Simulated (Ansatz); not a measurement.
# MgTe: the cost of one run

Program: Ansatz 0.2.0. Level of theory: DFT PBEsol, all-electron LAPW, scalar-relativistic unless said. These are calculated values, not measurements.

## 1. The starting structure

Symmetry: F-43m, No. 216, cubic system. Conventional cell: a = 6.439 Å, b = 6.439 Å, c = 6.439 Å, α = 90.00°, β = 90.00°, γ = 90.00°. Mg (site symmetry -43m) has 4 Te at 2.79 Å as nearest neighbours. Around Te (site symmetry -43m) lie 4 Mg at 2.79 Å.

Coordinates:

```cif
data_structure
_symmetry_space_group_name_H-M 'F-43m'
_symmetry_Int_Tables_number 216
_cell_length_a 6.4388
_cell_length_b 6.4388
_cell_length_c 6.4388
_cell_angle_alpha 90.000
_cell_angle_beta 90.000
_cell_angle_gamma 90.000
_cell_volume 266.94
loop_
_atom_site_label
_atom_site_type_symbol
_atom_site_symmetry_multiplicity
_atom_site_Wyckoff_symbol
_atom_site_fract_x
_atom_site_fract_y
_atom_site_fract_z
_atom_site_occupancy
Mg1 Mg 4 a 0.00000 0.00000 0.00000 1
Te1 Te 4 c 0.25000 0.25000 0.25000 1
```

Cartesian axes are those of the input's lattice vectors. The structure goes back to a database entry.

## 2. Reference run, fine mesh, LAPW

Input file input.yaml:

```yaml
crystal:
  lattice:
    - [3.21941228598, 3.21941228598, 0.0]
    - [-3.21941228598, 3.21941228598, 0.0]
    - [0.0, 3.21941228598, 3.21941228598]
  atoms:
    - { symbol: Mg, position: [0.0, 0.0, 0.0] }
    - { symbol: Te, position: [0.25, 0.75, 0.5] }
kpoints:
  mp_grid: { grid: [6, 6, 6] }
scf:
  occupations: { method: fixed }
hamiltonian:
  xc: pbesol
  pseudopotentials: { kind: all_electron, lapw: { basis_error: 0.001 } }
magnetization:
  noncollinear: true
  spin_orbit: true
output:
  forces: true
  stress: true
  eigenvalues: true
  eigenstates:
    nscf_kmesh: { grid: [10, 10, 10] }
    de_dk: true
    e_range: [-9, 12.34774587315]
checkpoint:
  write: ck
  write_wavefunctions: false
```

Run with:

```
$ ansatz run input.yaml --threads 1 --pin off --max-ram 3072MiB --backend cpu --events-out ev --progress --plain --runs-dir out
```

**Question.** How long does this run take on 1 thread of Intel Xeon 6975P-C (Granite Rapids), shared host, and how much memory does it need?

About 32 s, with a peak of 0.42 GiB.
